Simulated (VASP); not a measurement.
## Bi: single point with PBEsol

Bi:

```
Bi
1.0
     2.26750    1.30914    3.93800
    -2.26750    1.30914    3.93800
     0.00000   -2.61828    3.93800
Bi
2
Direct
  0.77243 0.78624 0.75406
  0.23222 0.23858 0.23225
```

The cell isn't the ideal one: atoms moved at random, drawn with an rms of 0.05 Å.

* Program: VASP 6.6.1
* Task: single point
* Functional: PBEsol
* Potentials or basis: VASP PAW PBE potentials, release 64 (Bi_d)
* Cutoff: 520 eV
* k mesh: 7 × 7 × 7
* Occupations: fermi-dirac, width 0.05 eV
* Spin: no spin polarisation
* Ladder: free
* Further INCAR settings: ALGO = Normal; EDIFF = 1e-07; NBANDS = 22

```json
{"Pressure": "0.2 GPa", "Largest force": "0.442 eV/Å", "Band gap on the k mesh": "0.23 eV, indirect (least direct gap 0.51 eV)"}
```

Forces in eV/Å, atoms in the order of the input:
```
Bi   0.043 -0.182 -0.401
Bi  -0.043  0.182  0.401
```

Stress tensor (GPa, compression positive):
```
-0.25  0.12 -0.23
 0.12  0.75  0.89
-0.23  0.89  0.20
```

Levels at points of the mesh, in eV from the valence-band top:
| k point | band 13 | band 14 | band 15 | band 16 | band 17 | band 18 |
| --- | --- | --- | --- | --- | --- | --- |
| (0.00, 0.00, 0.00) | -1.16 | -1.06 | -0.93 | 2.56 | 3.08 | 3.33 |

It took 2 min on 1 thread of Intel(R) Xeon(R) Platinum 8488C (Sapphire Rapids), on a shared host, peak memory 0.34 GiB.

Caveat: the PAW data sets were made with another functional, which shifts forces and pressure a little; spin-orbit coupling is left out, which as a rule narrows the gap of such compounds by several tenths of an eV; an odd mesh through Γ misses points on the zone boundary, where band edges often lie.
